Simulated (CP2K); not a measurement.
## CdS under changes of volume

One of the cells (20.871 Å³/atom); the others are scaled copies at fixed shape and fractional positions:

```
Cd S
1.0
     3.89368    0.00000    0.00000
     1.94684    3.37202    0.00000
     1.94684    1.12401    3.17917
Cd S
1 1
Direct
  0.00000 0.00000 0.00000
  0.50000 0.50000 0.50000
```

Measurements of this composition are mostly on another form, of space group No. 186.

| Item | Value |
| --- | --- |
| Program | CP2K 2026.2 |
| Functional | r2SCAN |
| Potentials or basis | POTENTIAL_UZH Cd GTH-SCAN-q12, S GTH-SCAN-q6; TZVP-MOLOPT-SCAN-GTH basis |
| Density cutoff | 9184 eV |
| k mesh | 8 × 8 × 8 |
| Occupations | fermi-dirac, width 0.01 eV |
| Spin | no spin polarisation |

```csv
volume (Å³/atom),energy over the lowest point (meV/atom),pressure (GPa)
19.618,9.20,3.4
20.036,1.54,1.5
20.453,0.00,-0.3
20.871,2.87,-1.9
21.288,?,?
21.705,19.93,-4.6
22.123,33.30,-5.7
```

What does the run at 21.288 Å³/atom give?

Energy over the lowest point 9.65 meV/atom; pressure -3.3 GPa.

Worked out: A Birch-Murnaghan fit of order 3 (a polynomial in V^(-2/3)) to the other rows has its minimum at 20.40 Å³/atom with B0 = V·E''(V) = 91 GPa and B' = 7.0. It gives 9.73 meV/atom at 21.288 Å³/atom, against the run's 9.65, and -dE/dV = -3.3 GPa, against -3.3.

Energies are extrapolated to zero smearing.

Caveats: the basis of atomic orbitals isn't converged, which shifts pressures, moduli and gaps.
